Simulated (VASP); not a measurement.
VASP 6.6.1 run: InP

INCAR

```
ISMEAR = 0
ENCUT = 520
METAGGA = R2SCAN
NELM = 68
EDIFF = 1E-6
ALGO = Normal
NSW = 0
LCHARG = .FALSE.
NBANDS = 16
LWAVE = .FALSE.
LREAL = .FALSE.
SIGMA = 0.01
ISIF = 2
LASPH = .TRUE.
PREC = Accurate
IBRION = -1
```

KPOINTS

```
KPOINTS created by Atomic Simulation Environment
0
Monkhorst-Pack
8 8 8
0 0 0
```

POSCAR

```
In P
 1.0000000000000000
    -0.0000000000000000    2.9537876348216452    2.9537876348216452
     2.9537876348216452    0.0000000000000000    2.9537876348216452
     2.9537876348216452    2.9537876348216452    0.0000000000000000
 In  P
   1   1
Cartesian
  0.0000000000000000  0.0000000000000000 -0.0000000000000000
  1.4768938174108228  1.4768938174108228  1.4768938174108228
```

The recommended PBE PAW datasets give the neutral cell 18 valence electrons.

Command

```
mpirun -np 1 vasp_std
```

Q: How does this run end, and what does it give?

A: It converged. Results: gap between bands v and c on the k mesh 1.51 eV; least direct gap on the k mesh 1.51 eV; pressure -0.1 GPa. Band v is the last that the valence electrons fill when counted band by band, and c is the next.

OSZICAR

```
N       E                     dE             d eps       ncg     rms          rms(c)
DAV:   1     0.891176611891E+02    0.89118E+02   -0.85388E+03  1920   0.127E+03
DAV:   2    -0.281737661002E+02   -0.11729E+03   -0.11210E+03  2160   0.308E+02
DAV:   3    -0.356868890123E+02   -0.75131E+01   -0.74787E+01  2480   0.767E+01
DAV:   4    -0.358974652058E+02   -0.21058E+00   -0.21051E+00  2616   0.135E+01
DAV:   5    -0.359060764670E+02   -0.86113E-02   -0.86110E-02  2712   0.229E+00    0.724E+00
DAV:   6    -0.323039805952E+02    0.36021E+01   -0.16398E+00  2496   0.281E+01    0.384E+00
DAV:   7    -0.322882758182E+02    0.15705E-01   -0.26436E-01  2448   0.389E+00    0.243E+00
DAV:   8    -0.322973987319E+02   -0.91229E-02   -0.16666E-02  2672   0.118E+00    0.108E+00
DAV:   9    -0.322989239640E+02   -0.15252E-02   -0.22719E-03  2264   0.384E-01    0.126E-01
DAV:  10    -0.322989405365E+02   -0.16572E-04   -0.34520E-04  2592   0.197E-01    0.150E-01
DAV:  11    -0.322989771095E+02   -0.36573E-04   -0.42763E-05  2384   0.639E-02    0.602E-02
DAV:  12    -0.322989696884E+02    0.74211E-05   -0.34570E-05  2576   0.790E-02    0.476E-02
DAV:  13    -0.322989693601E+02    0.32834E-06   -0.27260E-06  2320   0.112E-02
   1 F= -.32298969E+02 E0= -.32298969E+02  d E =-.516728E-50
```

Standard output (part)

```
POSCAR found type information on POSCAR InP
 POSCAR found :  2 types and       2 ions
 LDA part: xc-table for (None), standard interpolation
 POSCAR, INCAR and KPOINTS ok, starting setup
 WAVECAR not read
 entering main loop
```

The shifted mesh misses Γ, so a band edge there is missed.

For comparison, a separate r²SCAN run of the intended cell, on usual settings and not on those above, gives a gap of 1.03 eV on its mesh and a pressure of -0.1 GPa.
